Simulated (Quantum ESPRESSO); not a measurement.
# SiNi3 (Pm-3m) in Quantum ESPRESSO: single point with PBEsol

Aim: the single point of SiNi3 with PBEsol.

Everything below comes from runs of Quantum ESPRESSO 7.5. Logs are shortened: lines on timing, memory, paths and dates and some standing lists are left out, and cuts for length are marked.

## Step 1: The undisturbed crystal

It takes space group Pm-3m (No. 221, cubic). The conventional cell has a = 3.542 Å, b = 3.542 Å, c = 3.542 Å, α = 90.00°, β = 90.00°, γ = 90.00°. Ni (site symmetry 4/mmm) has 8 Ni at 2.50 Å and 4 Si at 2.50 Å as nearest neighbours. Around Si (site symmetry m-3m) lie 12 Ni at 2.50 Å.

## Step 2: Single point, PBEsol, collinear spin, ferromagnetic start (atoms moved at random, drawn with an rms of 0.05 Å)

The input, pw.in:

```
&CONTROL
  calculation = 'scf'
  prefix = 'pwscf'
  outdir = './tmp'
  pseudo_dir = './pseudo'
  tprnfor = .true.
  tstress = .true.
  disk_io = 'nowf'
/
&SYSTEM
  ibrav = 0
  nat = 4
  ntyp = 2
  ecutwfc = 45
  ecutrho = 360
  nbnd = 42
  occupations = 'smearing'
  smearing = 'fd'
  degauss = 0.00367493
  nspin = 2
  starting_magnetization(1) = 0.0556
  starting_magnetization(2) = 0
/
&ELECTRONS
  conv_thr = 8d-10
  electron_maxstep = 120
  mixing_beta = 0.3
/
ATOMIC_SPECIES
Ni    58.6934 ni_pbesol_v1.4.uspp.F.UPF
Si    28.0850 si_pbesol_v1.uspp.F.UPF
CELL_PARAMETERS angstrom
   3.5420000000    0.0000000000    0.0000000000
   0.0000000000    3.5420000000    0.0000000000
   0.0000000000    0.0000000000    3.5420000000
ATOMIC_POSITIONS crystal
Ni     0.4886370000    0.4838270000   -0.0015600000
Ni     0.4930390000   -0.0013100000    0.5054280000
Ni     0.0105450000    0.4973570000    0.4884480000
Si    -0.0037180000    0.0064040000    0.0020140000
K_POINTS automatic
8 8 8 0 0 0
```

Potentials or basis: GBRV 1.5 PBEsol.

Started as:

```
OMP_NUM_THREADS=1 mpirun -n 2 pw.x -nk 2 -in pw.in > pw.out
```

pw.out:

```text
This program is part of the open-source Quantum ESPRESSO suite
     for quantum simulation of materials; please cite
[... 7 lines left out ...]
     a serial algorithm will be used

     G-vector sticks info
     --------------------
     sticks:   dense  smooth     PW     G-vecs:    dense   smooth      PW
     Sum        1281     641    197                34505    12197    2109

     Using Slab Decomposition

     bravais-lattice index     =            0
     lattice parameter (alat)  =       6.6934  a.u.
     unit-cell volume          =     299.8764 (a.u.)^3
     number of atoms/cell      =            4
     number of atomic types    =            2
     number of electrons       =        58.00
     number of Kohn-Sham states=           42
     kinetic-energy cutoff     =      45.0000  Ry
     charge density cutoff     =     360.0000  Ry
     scf convergence threshold =      8.0E-10
     mixing beta               =       0.3000
     number of iterations used =            8  plain     mixing
     Exchange-correlation= SLA  PW   PSX  PSC
                           (   1   4  10   8   0   0   0)

     celldm(1)=   6.693410  celldm(2)=   0.000000  celldm(3)=   0.000000
     celldm(4)=   0.000000  celldm(5)=   0.000000  celldm(6)=   0.000000

     crystal axes: (cart. coord. in units of alat)
               a(1) = (   1.000000   0.000000   0.000000 )
               a(2) = (   0.000000   1.000000   0.000000 )
               a(3) = (   0.000000   0.000000   1.000000 )

     reciprocal axes: (cart. coord. in units 2 pi/alat)
               b(1) = (  1.000000  0.000000  0.000000 )
               b(2) = (  0.000000  1.000000  0.000000 )
               b(3) = (  0.000000  0.000000  1.000000 )

     PseudoPot. # 1 for Ni read from file:
     ni_pbesol_v1.4.uspp.F.UPF
     Pseudo is Ultrasoft + core correction, Zval = 18.0
     Generated by new atomic code, or converted to UPF format
     Using radial grid of  865 points,  6 beta functions with:
                l(1) =   0
                l(2) =   0
                l(3) =   1
                l(4) =   1
                l(5) =   2
                l(6) =   2
     Q(r) pseudized with 10 coefficients,  rinner =    0.980   0.980   0.980
                                                       0.980   0.980

     PseudoPot. # 2 for Si read from file:
     si_pbesol_v1.uspp.F.UPF
     Pseudo is Ultrasoft + core correction, Zval =  4.0
     Generated by new atomic code, or converted to UPF format
     Using radial grid of  899 points,  6 beta functions with:
                l(1) =   0
                l(2) =   0
                l(3) =   1
                l(4) =   1
                l(5) =   2
                l(6) =   2
     Q(r) pseudized with  8 coefficients,  rinner =    0.900   0.900   0.900
                                                       0.900   0.900

     atomic species   valence    mass     pseudopotential
     Ni               18.00    58.69340     Ni( 1.00)
     Si                4.00    28.08500     Si( 1.00)

     Starting magnetic structure
     atomic species   magnetization
     Ni              0.056
     Si              0.000

     No symmetry found

   Cartesian axes

     site n.     atom                  positions (alat units)
         1        Ni     tau(   1) = (   0.4886370   0.4838270  -0.0015600  )
         2        Ni     tau(   2) = (   0.4930390  -0.0013100   0.5054280  )
         3        Ni     tau(   3) = (   0.0105450   0.4973570   0.4884480  )
         4        Si     tau(   4) = (  -0.0037180   0.0064040   0.0020140  )

     number of k points=   260  Fermi-Dirac smearing, width (Ry)=  0.0037

     Number of k-points >= 100: set verbosity='high' to print them.

     Dense  grid:    34505 G-vectors     FFT dimensions: (  45,  45,  45)

     Smooth grid:    12197 G-vectors     FFT dimensions: (  30,  30,  30)

     Check: negative core charge=   -0.000006
     Generating pointlists ...
     new r_m :   0.2825 (alat units)  1.8906 (a.u.) for type    1
     new r_m :   0.2829 (alat units)  1.8936 (a.u.) for type    2

     Initial potential from superposition of free atoms

     starting charge      51.9994, renormalised to      58.0000
     Starting wfcs are   43 randomized atomic wfcs

     Self-consistent Calculation

     iteration #  1     ecut=    45.00 Ry     beta= 0.30
     Davidson diagonalization with overlap
     ethr =  1.00E-02,  avg # of iterations =  5.9

     total energy              =   -1001.53656965 Ry
     estimated scf accuracy    <     139.62178330 Ry

     total magnetization       =     0.31 Bohr mag/cell
     absolute magnetization    =     0.39 Bohr mag/cell

     iteration #  2     ecut=    45.00 Ry     beta= 0.30
     Davidson diagonalization with overlap
     ethr =  1.00E-02,  avg # of iterations =  3.0

     total energy              =   -1037.11202990 Ry
     estimated scf accuracy    <      26.87800375 Ry

     total magnetization       =     0.09 Bohr mag/cell
     absolute magnetization    =     0.15 Bohr mag/cell

     iteration #  3     ecut=    45.00 Ry     beta= 0.30
     Davidson diagonalization with overlap
     ethr =  1.00E-02,  avg # of iterations =  2.0

     total energy              =   -1039.44373428 Ry
     estimated scf accuracy    <       2.06614044 Ry

     total magnetization       =     0.14 Bohr mag/cell
     absolute magnetization    =     0.47 Bohr mag/cell
[... 165 lines left out ...]
     total energy              =   -1038.96226598 Ry
     estimated scf accuracy    <       0.00000002 Ry

     total magnetization       =     0.00 Bohr mag/cell
     absolute magnetization    =     0.00 Bohr mag/cell

     iteration # 21     ecut=    45.00 Ry     beta= 0.30
     Davidson diagonalization with overlap
     ethr =  3.68E-11,  avg # of iterations =  1.0

     total energy              =   -1038.96226598 Ry
     estimated scf accuracy    <          1.7E-09 Ry

     total magnetization       =     0.00 Bohr mag/cell
     absolute magnetization    =     0.00 Bohr mag/cell

     iteration # 22     ecut=    45.00 Ry     beta= 0.30
     Davidson diagonalization with overlap
     ethr =  2.92E-12,  avg # of iterations =  1.4

     Magnetic moment per site  (integrated on atomic sphere of radius R)
     atom   1 (R=0.282)  charge= 16.6159  magn= -0.0001
     atom   2 (R=0.282)  charge= 16.6123  magn= -0.0000
     atom   3 (R=0.282)  charge= 16.6147  magn= -0.0000
     atom   4 (R=0.283)  charge=  1.9196  magn=  0.0000

     End of self-consistent calculation

     Number of k-points >= 100: set verbosity='high' to print the bands.

     the Fermi energy is    16.4708 ev

!    total energy              =   -1038.96226599 Ry
     estimated scf accuracy    <          3.9E-10 Ry
     smearing contrib. (-TS)   =      -0.00137978 Ry
     internal energy E=F+TS    =   -1038.96088621 Ry

     The total energy is F=E-TS. E is the sum of the following terms:
     one-electron contribution =    -678.14398607 Ry
     hartree contribution      =     374.36434052 Ry
     xc contribution           =    -110.02879616 Ry
     ewald contribution        =    -625.15244450 Ry

     total magnetization       =    -0.00 Bohr mag/cell
     absolute magnetization    =     0.00 Bohr mag/cell

     convergence has been achieved in  22 iterations

     Forces acting on atoms (cartesian axes, Ry/au):

     atom    1 type  1   force =     0.01866970    0.01701823   -0.00255888
     atom    2 type  1   force =     0.01428208   -0.01244289   -0.00535899
     atom    3 type  1   force =    -0.02908773    0.00452136    0.01078104
     atom    4 type  2   force =    -0.00386405   -0.00909670   -0.00286317

     Total force =     0.046053     Total SCF correction =     0.000016

     Computing stress (Cartesian axis) and pressure

          total   stress  (Ry/bohr**3)                   (kbar)     P=     -134.39
  -0.00091554   0.00000481  -0.00001885         -134.68        0.71       -2.77
   0.00000481  -0.00091627   0.00002094            0.71     -134.79        3.08
  -0.00001885   0.00002094  -0.00090885           -2.77        3.08     -133.70

=------------------------------------------------------------------------------=
   JOB DONE.
=------------------------------------------------------------------------------=
```

Run time: 9.5 min. Hardware: 2 MPI ranks of Arm Neoverse V1, shared host; peak memory 0.74 GiB.

Results:

```
Free energy                                           : -14135.8018 eV
Pressure                                              : -13.4 GPa
Largest force                                         : 0.806 eV/Å
Band gap on the k mesh                                : none (metal or under the smearing width)
Net moment                                            : 0.00 μB per cell
Absolute moment                                       : 0.00 μB per cell
Valence electrons inside the program's atomic spheres : Ni 16.62, 16.61; Si 1.92
```

Forces in eV/Å, atoms in the order of the input:
```
Ni   0.480  0.438 -0.066
Ni   0.367 -0.320 -0.138
Ni  -0.748  0.116  0.277
Si  -0.099 -0.234 -0.074
```

Stress tensor (GPa, compression positive):
```
-13.47   0.07  -0.28
  0.07 -13.48   0.31
 -0.28   0.31 -13.37
```
